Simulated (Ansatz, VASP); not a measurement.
# CaO (Lime): VASP beside Ansatz

Wanted: the spread between two codes on one cell, functional and k mesh.

Program: Ansatz 0.2.0. Level of theory: plane waves, with VASP 6.6.1 beside it; single point at PBEsol. Results are calculated unless marked as measured.

**1. Set-up**

It takes space group Fm-3m (No. 225, cubic). Conventional cell: a = 4.813 Å, b = 4.813 Å, c = 4.813 Å, α = 90.00°, β = 90.00°, γ = 90.00°. Nearest to Ca lie 6 O at 2.41 Å. Nearest to O lie 6 Ca at 2.41 Å. Farther neighbours and most contacts between anions are not listed.

Structure file:

```cif
data_structure
_symmetry_space_group_name_H-M 'P 1'
_symmetry_Int_Tables_number 1
_cell_length_a 3.4033
_cell_length_b 3.4033
_cell_length_c 3.4033
_cell_angle_alpha 60.000
_cell_angle_beta 60.000
_cell_angle_gamma 60.000
_cell_volume 27.87
loop_
_atom_site_label
_atom_site_type_symbol
_atom_site_fract_x
_atom_site_fract_y
_atom_site_fract_z
_atom_site_occupancy
Ca1 Ca 0.00000 0.00000 0.00000 1
O2 O 0.50000 0.50000 0.50000 1
```

**2. VASP: single point, PBEsol**

A single point gives forces, pressure and levels at one fixed geometry, so differences don't come from the geometry; what else differs is listed under the comparison.

Lines of VASP's logs that name or quote its potential files are left out, and so is its time.

INCAR

```
SYSTEM = CaO
PREC = Accurate
ENCUT = 520
EDIFF = 1E-05
NELM = 100
ISMEAR = 0
SIGMA = 0.05
LREAL = .FALSE.
ALGO = Normal
GGA = PS
NBANDS = 14
LORBIT = 11
LWAVE = .FALSE.
LCHARG = .FALSE.
KPAR = 4
```

POSCAR

```
CaO
1.0
    0.0000000000      2.4065000000      2.4065000000
    2.4065000000      0.0000000000      2.4065000000
    2.4065000000      2.4065000000      0.0000000000
Ca O
1 1
Direct
    0.0000000000      0.0000000000      0.0000000000
    0.5000000000      0.5000000000      0.5000000000
```

KPOINTS

```
Automatic mesh
0
Gamma
8 8 8
0 0 0
```

The projector-augmented-wave data sets are Ca_sv and O (PBE family, release 64).

Command:

```sh
$ mpirun -np 4 vasp_std
```

Numbers of over 12 decimals in the logs are rounded to 6 here.

What it wrote:

```text
[banner, memory and clock lines left out]
running    4 mpi-ranks, on    1 nodes
 distrk:  each k-point on    1 cores,    4 groups
 distr:  one band on    1 cores,    1 groups

 POSCAR found type information on POSCAR CaO
 POSCAR found :  2 types and       2 ions
|                                                                             |
|               ----> ADVICE to this user running VASP <----                  |
|                                                                             |
|     You enforced a specific xc type in the INCAR file but a different       |
|     [... a line on the potential file left out ...]
|     I HOPE YOU KNOW WHAT YOU ARE DOING!                                     |
|                                                                             |

 LDA part: xc-table for (Slater+PW92), standard interpolation
 POSCAR, INCAR and KPOINTS ok, starting setup
 FFT: planning ... GRIDC
 FFT: planning ... GRID_SOFT
 FFT: planning ... GRID
 WAVECAR not read
 entering main loop
       N       E                     dE             d eps       ncg     rms          rms(c)
DAV:   1     0.126586211486E+03    0.12659E+03   -0.83337E+03   812   0.116E+03
DAV:   2    -0.886732583518E+01   -0.13545E+03   -0.12666E+03  1046   0.306E+02
DAV:   3    -0.147213858289E+02   -0.58541E+01   -0.58144E+01   884   0.657E+01
DAV:   4    -0.149225063894E+02   -0.20112E+00   -0.20090E+00  1248   0.104E+01
DAV:   5    -0.149241265258E+02   -0.16201E-02   -0.16200E-02   878   0.113E+00    0.806E+00
DAV:   6    -0.134933606457E+02    0.14308E+01   -0.49836E+00   886   0.222E+01    0.360E+00
DAV:   7    -0.134220693441E+02    0.71291E-01   -0.48492E-01  1010   0.699E+00    0.176E+00
DAV:   8    -0.134071365106E+02    0.14933E-01   -0.69947E-02   940   0.287E+00    0.316E-01
DAV:   9    -0.134064447000E+02    0.69181E-03   -0.75975E-03  1046   0.631E-01    0.117E-01
DAV:  10    -0.134069032437E+02   -0.45854E-03   -0.81814E-04   882   0.372E-01    0.772E-02
DAV:  11    -0.134068324769E+02    0.70767E-04   -0.96672E-05  1050   0.144E-01    0.738E-03
DAV:  12    -0.134068316551E+02    0.82185E-06   -0.13650E-05   726   0.431E-02
   1 F= -.13406832E+02 E0= -.13406832E+02  d E =-.145241E-21
```

OUTCAR, selected parts (step 2):

```text
ion  position               nearest neighbor table
   1  0.000  0.000  0.000-   2 2.41   2 2.41   2 2.41   2 2.41   2 2.41   2 2.41
   2  0.500  0.500  0.500-   1 2.41   1 2.41   1 2.41   1 2.41   1 2.41   1 2.41

  LATTYP: Found a face centered cubic cell.
 ALAT       =     4.8130000000

 Subroutine GETGRP returns: Found 48 space group operations
 (whereof 48 operations were pure point group operations)

The static configuration has the point symmetry O_h .

 Found     29 irreducible k-points:

   k-points           NKPTS =     29   k-points in BZ     NKDIM =     29   number of bands    NBANDS=     14

   dimension x,y,z NGX =    28 NGY =   28 NGZ =   28
   dimension x,y,z NGXF=    56 NGYF=   56 NGZF=   56

   ENCUT  =  520.0 eV  38.22 Ry    6.18 a.u.   6.33  6.33  6.33*2*pi/ulx,y,z

   NELECT =      16.0000    total number of electrons

 k-points in reciprocal lattice and weights: Automatic mesh
   0.00000000  0.00000000  0.00000000       0.002
   0.12500000  0.00000000  0.00000000       0.016
   0.25000000  0.00000000  0.00000000       0.016
   0.37500000  0.00000000  0.00000000       0.016
   0.50000000  0.00000000  0.00000000       0.008
   0.12500000  0.12500000  0.00000000       0.012
   0.25000000  0.12500000  0.00000000       0.047
   0.37500000  0.12500000  0.00000000       0.047
   0.50000000  0.12500000  0.00000000       0.047
[...]
-0.37500000  0.50000000  0.12500000       0.023
  -0.25000000  0.50000000  0.25000000       0.012

 average (electrostatic) potential at core
       1 -43.8599       2 -70.2680

 E-fermi :   2.4945

 k-point     1 :       0.0000    0.0000    0.0000
  band No.  band energies     occupation
    ...
      4     -16.0760      2.00000
      5     -13.2640      2.00000
      6       2.1721      2.00000
      7       2.1721      2.00000
      8       2.1721      2.00000
      9       6.7022      0.00000
     10       8.3545      0.00000
     11       8.3545      0.00000
     12       8.3545      0.00000
     13       9.8841      0.00000
    ...

 k-point     2 :       0.1250    0.0000    0.0000
  band No.  band energies     occupation
    ...
      4     -16.0841      2.00000
      5     -13.0357      2.00000
      6       1.6226      2.00000
      7       1.9596      2.00000
      8       1.9596      2.00000
      9       7.3953      0.00000
     10       8.3059      0.00000
     11       8.6227      0.00000
     12       8.6227      0.00000
     13      10.2548      0.00000
    ...

 k-point     3 :       0.2500    0.0000    0.0000
  band No.  band energies     occupation
    ...
      4     -16.1036      2.00000
      5     -12.5761      2.00000
      6       0.6052      2.00000
      7       1.5052      2.00000
      8       1.5052      2.00000
      9       8.3489      0.00000
     10       8.8703      0.00000
     11       9.3271      0.00000
     12       9.3271      0.00000
     13      11.1470      0.00000
    ...

  Total       -0.4479834     -0.4479834     -0.4479834     -0.0000000      0.0000000     -0.0000000
  in kB      -25.7504575    -25.7504575    -25.7504575     -0.0000000      0.0000000     -0.0000000
  external PRESSURE =     -25.7504575 kB  Pullay stress =       0.0000000 kB

  energy-cutoff  :      520.00
  volume of cell :       27.87
      direct lattice vectors                 reciprocal lattice vectors
     0.000000000  2.406500000  2.406500000    -0.207770621  0.207770621  0.207770621
     2.406500000  0.000000000  2.406500000     0.207770621 -0.207770621  0.207770621
     2.406500000  2.406500000  0.000000000     0.207770621  0.207770621 -0.207770621

 POSITION                                       TOTAL-FORCE (eV/Angst)
 -----------------------------------------------------------------------------------
      0.00000      0.00000      0.00000        -0.000000      0.000000      0.000000
      2.40650      2.40650      2.40650         0.000000     -0.000000     -0.000000
 -----------------------------------------------------------------------------------
    total drift:                                0.000000      0.000000      0.000000

  FREE ENERGIE OF THE ION-ELECTRON SYSTEM (eV)
  ---------------------------------------------------
  free  energy   TOTEN  =       -13.4068316551 eV

  energy  without entropy=      -13.4068316551  energy(sigma->0) =      -13.40683166

 total charge
# of ion       s       p       d       tot
------------------------------------------
    1        2.041   5.878   0.302   8.220
    2        1.545   3.429   0.000   4.974
--------------------------------------------------
tot          3.586   9.306   0.302  13.194

[... 3 further parts left out ...]
```

The run ends at a pressure of -2.58 GPa.

**3. Ansatz: single point, PBEsol**

Ansatz runs on its default PAW (the set named soft_2) files.

The same cell, functional, mesh and smearing now go to Ansatz, which takes its cutoff from its data sets.

input.yaml

```yaml
crystal:
  lattice:
    - [0.0, 2.4065, 2.4065]
    - [2.4065, 0.0, 2.4065]
    - [2.4065, 2.4065, 0.0]
  atoms:
    - { symbol: Ca, position: [0.0, 0.0, 0.0] }
    - { symbol: O, position: [0.5, 0.5, 0.5] }
hamiltonian:
  xc: pbesol
  pseudopotentials: { kind: paw }
kpoints:
  mp_grid: { grid: [8, 8, 8] }
scf:
  occupations: { method: gaussian, width: 0.05 }
  n_extra_bands: 4
output:
  forces: true
  stress: true
  eigenvalues: true
```

Command:

```sh
$ ansatz run input.yaml --threads 2 --pin off --max-ram 4608MiB --backend cpu --events-out ev --progress --plain --runs-dir out
```

What it wrote:

```text
scf.n_extra_bands = 4 over 8 filled bands (N_el = 16.0): the run solves 12 bands
Engine: ansatz 0.2.0, aarch64-unknown-linux-gnu
Pseudopotentials: kind: paw
Pseudopotential: Ca, paw, valence charge 10, recommended cutoff 420 eV (normal), Ca.paw.azcp
Pseudopotential: O, paw, valence charge 6, recommended cutoff 420 eV (normal), O.paw.azcp
Functional definition: PBEsol
  exchange = pbesol_x
  correlation = pbesol_c
Crystal: 2 atoms, lattice volume = 27.873 Å³
Basis set: ecut = 420 eV, 537 PW (Γ), exchange–correlation on 48×48×48 points (8 copies of the dense FFT grid, shifted against one another)
Bands: 12, of which v1, the nominal top of the filled ones, is band 8 counted from 1 (7 counted from 0)
Symmetry: 48 space group operations
Space group: Fm-3m (ITA 225), of the structure as read, at distance tolerance 3.0e-5 Å
k-points: 29 of 512
Non-local potential: Ca, projectors of the file, l = 0: 3, l = 1: 2, l = 2: 2
Non-local potential: O, projectors of the file, l = 0: 2, l = 1: 2, l = 2: 1
PAW form: soft (Blöchl's): semilocal exchange-correlation on the pseudo side does not see the compensation charge
PAW frozen core: Ca, regenerated for the run's functional, and the local potential with it (the file was generated under x = pbe(κ = 0.804, μ = 0.219515), c = pbe(β = 0.066725))
PAW frozen core: O, regenerated for the run's functional, and the local potential with it (the file was generated under x = pbe(κ = 0.804, μ = 0.219515), c = pbe(β = 0.066725))
PAW one-centre angular grid: Ca, 110 points (default); XC on 64 Gauss nodes
PAW one-centre angular grid: O, 110 points (default); XC on 64 Gauss nodes
Initial density: superposition of atomic densities (neutral atoms: chi_scale 0, normalization atom), corrected by the library's trained network
Initial wavefunctions: pseudopotential atomic-orbital guess
Functional: x = pbesol(κ = 0.804, μ = 0.123457), c = pbesol(β = 0.046)
SCF iter   1: F=—  HF=-2358.110565 eV  |F-HF|=—  |Δ(HF+E_count)|=         —  Δρ=1.38e-2  dr2=4.71e-2  ethr=1.77e-3  ⟨swp⟩=7.1  Hψ=2388  notcnv=0
preconditioner: auto → none  [insulator: Δε(μ)=3.345 eV  Ē_g=17.915 eV  σ=0.050 eV  W_gap=1.00  n_scr=8 (ndim 8)  ℏωp=26.3 eV  f_vac=0.000  D(μ)=0.00/eV (n_scr^D=0)  ε∞_Penn≈3.2]
SCF iter   2: F=—  HF=-2358.097488 eV  |F-HF|=—  |Δ(HF+E_count)|=   1.31e-2  Δρ=2.62e-3  dr2=2.08e-3  ethr=2.94e-4  ⟨swp⟩=2.2  Hψ=731  notcnv=0
SCF iter   3: F=—  HF=-2358.097114 eV  |F-HF|=—  |Δ(HF+E_count)|=   3.74e-4  Δρ=6.73e-4  dr2=4.62e-5  ethr=1.30e-5  ⟨swp⟩=2.0  Hψ=435  notcnv=0
SCF iter   4: F=—  HF=-2358.097129 eV  |F-HF|=—  |Δ(HF+E_count)|=   1.53e-5  Δρ=1.47e-4  dr2=6.88e-6  ethr=2.89e-7  ⟨swp⟩=2.1  Hψ=432  notcnv=0
iter 5 did not close the SCF: its close was put off for the readings that it lacked (scf_convergence_deferred on its scf_iter line)
SCF iter   5: F=-2358.097128 eV  HF=-2358.097128 eV  |F-HF|=6.40e-8  |Δ(HF+E_count)|=   9.85e-7  Δρ=1.75e-5  dr2=7.83e-8  ethr=4.30e-8  ⟨swp⟩=2.0  Hψ=436  notcnv=0
SCF iter   6: F=-2358.097128 eV  HF=-2358.097128 eV  |F-HF|=1.57e-8  |Δ(HF+E_count)|=   9.72e-9  Δρ=7.91e-6  dr2=1.80e-8  ethr=4.89e-10  ⟨swp⟩=2.3  Hψ=1156  notcnv=0
SCF 1 converged in 6 iterations: F = -2358.097128 eV  dr2 = 1.80e-8
  greatest PAW one-centre occupation: 0.996 electrons in one spin orbital (limit 2), on the Ca atom at site 0 (counted from 0), in its partial waves of l = 0
SCF converged after 6 iterations
Free energy (F): -2358.097128 eV
Harris-Foulkes:  -2358.097128 eV  (|F-HF|=1.57e-8)
Internal energy: -2358.097128 eV  (E = F + TS)
E sigma→0 (E₀):  -2358.097128 eV
Fermi energy:    9.271256 eV
--- Per-component energies (eV) ---
  E_band       = -102.667182
  E_kinetic    = 454.543763
  E_local      = -892.099169  (includes V_loc(G=0)·N_el)
  E_nonlocal   = 112.753031
  E_hartree    = 294.250086
  E_xc         = -210.401561
  E_vxc        = -266.130168  (∫ρ·V_xc dr)
  E_paw        = -988.919885  (= ΣΔE_a)
  E_vpaw       = -100.239412  (= ΣTr[D̂ρ^β])
  E_aug_tail   = 0.002422  (compensation charges beyond the density's cutoff)
  E_ewald      = -1128.379897
  E_core_change = 0.154082  (= ΣΔE_core)
  E_smearing   = -0.000000  (= −TS)
  E_closure    = 0.000000  (closes the sum)
  Σ components = -2358.097128   (vs F -2358.097128, Δ=0.00e0)
--- Forces (eV/Å), atoms counted from 1 ---
  atom   1  Ca    -0.00000000     0.00000000     0.00000000
  atom   2  O      0.00000000    -0.00000000     0.00000000
  max |Σ_I F_I| component: 1.39e-29 eV/Å
--- Stress (GPa, compression-positive) ---
       -3.118705      -0.000000      -0.000000
       -0.000000      -3.118705      -0.000000
       -0.000000       0.000000      -3.118705
  P = ⅓ Tr σ = -3.1187 GPa (-31.187 kbar)
--- Band table (eV; the first three rows and the last of 29) ---
  k-point 0: bands = [... 4 lower, -7.9292, 7.4927, 7.4927, 7.4927, 12.0374, 13.6917, 13.6917, 13.6917]
  k-point 1: bands = [... 4 lower, -7.7037, 6.9461, 7.2828, 7.2828, 12.7296, 13.6405, 13.9582, 13.9582]
  k-point 2: bands = [... 4 lower, -7.2487, 5.9342, 6.8331, 6.8331, 13.6801, 14.2033, 14.6592, 14.6592]
  k-point 28: bands = [... 4 lower, -7.2930, 6.2022, 6.4183, 6.4183, 13.7491, 13.7491, 15.8761, 17.0726]
```

It took 0.58 s on 2 threads of Arm Neoverse V2, shared host; peak memory 0.26 GiB; 0.79 s of CPU time.

The run ends at a pressure of -3.12 GPa.

**4. Side by side**

Known differences besides the potentials themselves: the cutoff is 420 eV in Ansatz and 520 eV in VASP; Ansatz makes its cores anew for this functional, VASP keeps those of its PBE data sets; VASP leaves aspherical gradient terms in its spheres out (LASPH is not set), Ansatz keeps them. Total energies have different zeros and are not compared.

Compared:

| quantity | Ansatz | VASP | difference |
| --- | --- | --- | --- |
| pressure (GPa) | -3.12 | -2.58 | -0.54 |
| pressure without Ansatz's Pulay correction (GPa) | -3.56 | -2.58 | -0.98 |
| gap on the k mesh (eV) | 3.557 | 3.535 | +0.022 |

A gap on the mesh is an upper bound, since the band edges may lie between its points. Ansatz's pressure holds a Pulay correction of 0.44 GPa; VASP's holds none.

**5. Outcome**

| Property | Result |
| --- | --- |
| difference in gap on the k mesh (single point, PBEsol) | 0.022 eV |
| difference in pressure (single point, PBEsol) | -0.54 GPa |

In words: The difference in pressure is -0.54 GPa (single point, PBEsol), within the 1 GPa picked in this series as the mark of a large difference. How closely two codes agree says nothing of how well the functional describes the real material.

[Lines on the potential files, build, host, timing and source positions are cut from VASP's logs without a mark.]

[Logs are printed without paths, hosts, clocks, repeated set-up lines and the standing remarks that a program may print on its own settings, such as how far it seeks lower states.]

[Hosts, paths, dates, database ids (printed as entryN), source tags and the programs' standing remarks are cut or masked in the printed files.]
